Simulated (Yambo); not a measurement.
# AlN (P6_3mc) in Yambo: notebook, part 3 of 4

Yambo 5.3.0. The steps go on from the part before.

### 5 Optical spectrum, LDA

optics3.in reads:

```
optics
chi
Chimod= "HARTREE"
% BndsRnXd
 1 | 23 |
%
NGsBlkXd= 4 Ry
% LongDrXd
 0 | 1 | 0 |
%
% QpntsRXd
 1 | 1 |
%
% EnRngeXd
 0 | 20 | eV
%
% DmRngeXd
 0.1 | 0.1 | eV
%
ETStpsXd= 200
XfnQPdb= "E < g0w00/ndb.QP"
```

scf.in reads:

```
&CONTROL
  calculation = 'scf'
  prefix = 'pwscf'
  outdir = './tmp'
  pseudo_dir = './pseudo'
/
&SYSTEM
  ibrav = 0
  nat = 4
  ntyp = 2
  ecutwfc = 84
  nbnd = 14
  occupations = 'smearing'
  smearing = 'fd'
  degauss = 0.00367493
  force_symmorphic = .true.
/
&ELECTRONS
  conv_thr = 8d-10
  electron_maxstep = 120
  mixing_beta = 0.5
/
ATOMIC_SPECIES
Al    26.9815 Al.upf
N     14.0070 N.upf
CELL_PARAMETERS angstrom
   3.1130000000    0.0000000000    0.0000000000
  -1.5565000000    2.6959370820    0.0000000000
   0.0000000000    0.0000000000    4.9810000000
ATOMIC_POSITIONS angstrom
Al     1.5565000002    0.8986456939    2.4905000000
Al    -0.0000000002    1.7972913881    0.0000000000
N      1.5565000002    0.8986456939    4.3832800000
N     -0.0000000002    1.7972913881    1.8927800000
K_POINTS automatic
12 12 6 0 0 0
```

nscf.in reads:

```
&CONTROL
  calculation = 'nscf'
  prefix = 'pwscf'
  outdir = './tmp'
  pseudo_dir = './pseudo'
/
&SYSTEM
  ibrav = 0
  nat = 4
  ntyp = 2
  ecutwfc = 84
  nbnd = 58
  occupations = 'fixed'
  force_symmorphic = .true.
/
&ELECTRONS
  conv_thr = 1d-08
  diago_full_acc = .true.
  diago_thr_init = 1d-06
/
ATOMIC_SPECIES
Al    26.9815 Al.upf
N     14.0070 N.upf
CELL_PARAMETERS angstrom
   3.1130000000    0.0000000000    0.0000000000
  -1.5565000000    2.6959370820    0.0000000000
   0.0000000000    0.0000000000    4.9810000000
ATOMIC_POSITIONS angstrom
Al     1.5565000002    0.8986456939    2.4905000000
Al    -0.0000000002    1.7972913881    0.0000000000
N      1.5565000002    0.8986456939    4.3832800000
N     -0.0000000002    1.7972913881    1.8927800000
K_POINTS automatic
3 3 2 0 0 0
```

Potentials or basis: PseudoDojo 0.4.1 SR LDA standard.

Command:

```sh
OMP_NUM_THREADS=1 pw.x -in scf.in > scf.out
OMP_NUM_THREADS=1 pw.x -in nscf.in > nscf.out
cd tmp/pwscf.save; p2y; mv SAVE ../..; cd ../..
OMP_NUM_THREADS=1 yambo
OMP_NUM_THREADS=1 yambo -F optics3.in -J optics3 -C optics3_out
```

Yambo's report:

```text
[... sections 02.01 to 02.04 as in the set-up run ...]

  [02.05] Energies & Occupations
  ==============================

  [X] === General ===
  [X] Electronic Temperature                        :  0.000000  0.000000 [eV K]
  [X] Bosonic    Temperature                        :  0.000000  0.000000 [eV K]
  [X] Finite Temperature mode                       : no
  [X] El. density                                   :  0.38275E+24 [cm-3]
  [X] Fermi Level                                   :  6.792804 [eV]

  [X] === Gaps and Widths ===
  [X] Conduction Band Min                           :  4.255860 [eV]
  [X] Valence Band Max                              :  0.000000 [eV]
  [X] Filled Bands                                  :   8
  [X] Empty Bands                                   :    9   58
  [X] Direct Gap                                    :  4.255860 [eV]
  [X] Direct Gap localized at k                     :  1
  [X] Indirect Gap                                  :  4.255860 [eV]
  [X] Indirect Gap between kpts                     :  1  1
  [X] Last valence band width                       :  2.397274 [eV]
  [X] 1st conduction band width                     :  3.069939 [eV]

 [03] Transferred momenta grid and indexing
 ==========================================

 IBZ Q-points                                      :   6
 BZ  Q-points                                      :  18

 K/Q-points units:
 rlu = crystal or reduced units; cc = cartesian coordinates; iku = interal k-units

 Q [1]          [rlu]:  0.000000  0.000000  0.000000
 Q [2]          [rlu]:  0.000000  0.000000 -0.500000
 Q [3]          [rlu]: -0.40821E-19  0.33333       0.0000
 Q [4]          [rlu]: -0.40821E-19  0.33333     -0.50000
 Q [5]          [rlu]:  0.333333  0.333333  0.000000
 Q [6]          [rlu]:  0.333333  0.333333 -0.500000

 [WARNING] [Xd] User bands 1-23 break level degeneracy

 [04] External/Internal QP corrections
 =====================================

 E<g0w00/ndb.QP[ PPA@E  27.21138 * XG 123 * Xb 1-58 * Scb 1-58]

 [dE_from_DB-Nearest K] Exact matches       :  100.0000 [o/o]

  [04.01] FIT on E < g0w00/ndb.QP
  ===============================

  = FIT report for E<g0w00/ndb.QP[ PPA@E  27.21138 * XG 123 * Xb 1-58 * Scb 1-58] =
  = First column (conduction), Second column (valence) =

   Gap correction (database)     :  1.489043 [eV]
               (FIT, actual)     :  0.032451 [eV]
   Energies 0th order            :  0.777365 -0.744130 [eV]
   Energies 1st order            :  1.058626  1.098129
                            Error:  0.004135  0.003020

  [QP_apply] Action to be applied: E<g0w00/ndb.QP[ PPA@E  27.21138 * XG 123 * Xb 1-58 * Scb 1-58]

  [05.01]  QP corrections report
  ==============================

  [X+QP] === General ===
  [X+QP] Electronic Temperature                     :  0.000000  0.000000 [eV K]
  [X+QP] Bosonic    Temperature                     :  0.000000  0.000000 [eV K]
  [X+QP] Finite Temperature mode                    : no
  [X+QP] El. density                                :  0.38275E+24 [cm-3]
  [X+QP] Fermi Level                                : -0.690111 [eV]

  [X+QP] === Gaps and Widths ===
  [X+QP] Conduction Band Min                        :  5.744903 [eV]
  [X+QP] Valence Band Max                           :  0.000000 [eV]
  [X+QP] Filled Bands                               :   8
  [X+QP] Empty Bands                                :    9   58
  [X+QP] Direct Gap                                 :  5.744903 [eV]
  [X+QP] Direct Gap localized at k                  :  1
  [X+QP] Indirect Gap                               :  5.744903 [eV]
  [X+QP] Indirect Gap between kpts                  :  1  1
  [X+QP] Last valence band width                    :  2.670715 [eV]
  [X+QP] 1st conduction band width                  :  3.264128 [eV]

  [coarse-grid] Minimum Bare Gap        [ev]:  4.255860
  [coarse-grid] Minimum Gap Correction  [ev]:  1.489043

  Eqp @ K [1]
  -16.51226 -14.07090  -6.66841  -0.97289  -0.97289  -0.24935  -0.23811   0.00000
    5.74490   8.15569  12.45172  12.61727  12.85988  14.92225  14.95204  14.95204
  Eqp @ K [2]
  -15.51352 -15.51350  -3.69062  -3.69061  -0.62196  -0.62950  -0.64485  -0.62841
    8.07643   8.07620  11.90753  11.90776  13.20324  13.20324  13.20324  13.20324
  Eqp @ K [3]
  -15.11425 -13.47975  -5.01175  -4.93268  -3.67739  -2.11325  -0.99513  -0.62624
    7.71571   8.20639   9.61288  12.06731  13.12447  13.56843  13.86395  16.25148
  Eqp @ K [4]
  -14.37005 -14.37003  -5.26919  -5.26918  -1.76368  -1.76452  -1.44769  -1.44768
    7.36981   7.36949  11.20675  11.20595  13.37710  13.37710  14.97643  14.97644
  Eqp @ K [5]
  -13.67711 -13.67708  -5.36115  -4.21593  -4.21591  -2.72880  -2.67086  -2.67072
    6.36459  10.10024  11.47540  11.47794  13.26490  13.26490  14.95585  16.52332
  Eqp @ K [6]
  -13.62154 -13.62152  -5.38922  -5.38921  -4.30160  -4.28138  -0.92216  -0.92209
    9.00903   9.01049   9.34313   9.34283  13.62413  13.62414  15.76535  15.76536

 [06] Dipoles
 ============

  [06.01] Setup: observables and procedures
  =========================================

  [WARNING] [x,Vnl] slows the Dipoles computation. To neglect it rename the ns.kb_pp file
  [WF-Oscillators/G space/Transverse up loader] Normalization (few states)  min/max  :  0.14210E-16   1.0000

  [WR./optics3//ndb.dipoles]------------------------------------------------------
   Brillouin Zone Q/K grids (IBZ/BZ)                :   6  18   6  18
   RL vectors                                       :   4625 [WF]
   Fragmentation                                    : yes
   Electronic Temperature                           :  0.000000 [K]
   Bosonic    Temperature                           :  0.000000 [K]
   DIP band range                                   :   1  23
   DIP band range limits                            :   8   9
   DIP e/h energy range                             : -1.000000 -1.000000 [eV]
   RL vectors in the sum                            :   4625
   [r,Vnl] included                                 : yes
   Bands ordered                                    : yes
   Direct v evaluation                              : no
   Approach used                                    : G-space v
   Dipoles computed                                 : R V P [G-space]
   Wavefunctions                                    : Slater exchange(X)+Perdew & Wang(C)

  [WARNING] [r,Vnl^pseudo] included in position and velocity dipoles.

  [WARNING] In case H contains other non local terms, these are neglected

 [07] Optics
 ===========

 [X-CG] R(p) Tot o/o(of R):   397  2160   100
```

It took 77 s on 1 thread of Arm Neoverse V2, shared host; peak memory 0.26 GiB.

What came out:

```yaml
Band_gap_on_the_k_mesh_mean-field_level: 4.26 eV, direct
Electronic_dielectric_constant_along_the_field: 4.58
Electronic_dielectric_constant_along_the_field_independent_particles: 4.78
```

Dielectric function (along the field direction of the input):
| energy (eV) | real part | imaginary part |
| --- | --- | --- |
| 0.30 | 4.58 | 0.04 |
| 1.31 | 4.65 | 0.04 |
| 2.31 | 4.81 | 0.04 |
| 3.32 | 5.12 | 0.06 |
| 4.42 | 5.77 | 0.10 |
| 5.43 | 7.51 | 0.42 |
| 6.43 | 4.05 | 0.75 |
| 7.54 | 8.49 | 0.49 |
| 8.54 | 21.26 | 6.98 |
| 9.55 | 0.24 | 4.38 |
| 10.65 | -5.98 | 1.82 |
| 11.66 | 0.76 | 1.20 |
| 12.66 | 6.29 | 8.99 |
| 13.77 | 3.30 | 3.27 |
| 14.77 | -2.09 | 4.52 |
| 15.78 | -1.17 | 0.90 |
| 16.88 | -1.62 | 4.60 |
| 17.89 | -0.69 | 1.69 |
| 18.89 | -1.11 | 0.74 |
| 20.00 | -1.29 | 0.89 |

Caveat: the k mesh is coarse (spacing up to 0.78 Å⁻¹), so the values aren't converged; the quasiparticle levels are read from an earlier G0W0 run on the same states, whose input isn't shown; spectra need much finer meshes, so this one isn't converged; these spectra lack excitons; an odd mesh through Γ misses points on the zone boundary, where band edges often lie.

(Part 3 of 4 ends here.)
